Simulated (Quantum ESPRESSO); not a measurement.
Crystal: NiO2.

```xyz
3
Lattice="1.4021 0.8095 6.9743 -1.4021 0.8095 6.9743 0.0000 -1.6190 6.9743" Properties=species:S:1:pos:R:3 pbc="T T T"
Ni    0.0000    0.0000    0.0000
O     0.0000    0.0000    7.9254
O     0.0000    0.0000   12.9975
```

The cell comes from a database or a generator and needn't be the stable form of this composition.

Base run:

```yaml
Program: Quantum ESPRESSO 7.5
Functional: LDA
Potentials_or_basis: GBRV 1.5 LDA
Cutoff: 612 eV
Density_cutoff: 4898 eV
k_mesh: 11 × 11 × 11
Occupations: fermi-dirac, width 0.05 eV
Spin: collinear spin, ferromagnetic start
Starting_moments: "[1.0, 0.0, 0.0] μB"
```

Its results: band gap on the k mesh 1.25 eV, indirect (least direct gap 1.52 eV); pressure -7.4 GPa; net moment 0.00 μB per cell; largest force 0.880 eV/Å.

The run is repeated on the same cell with these changes: functional from LDA to PBEsol; potentials or basis from GBRV 1.5 LDA to GBRV 1.5 PBEsol. What comes out?

Band gap on the k mesh 1.29 eV, indirect (least direct gap 1.55 eV); pressure -3.5 GPa; net moment 0.00 μB per cell; largest force 0.441 eV/Å.
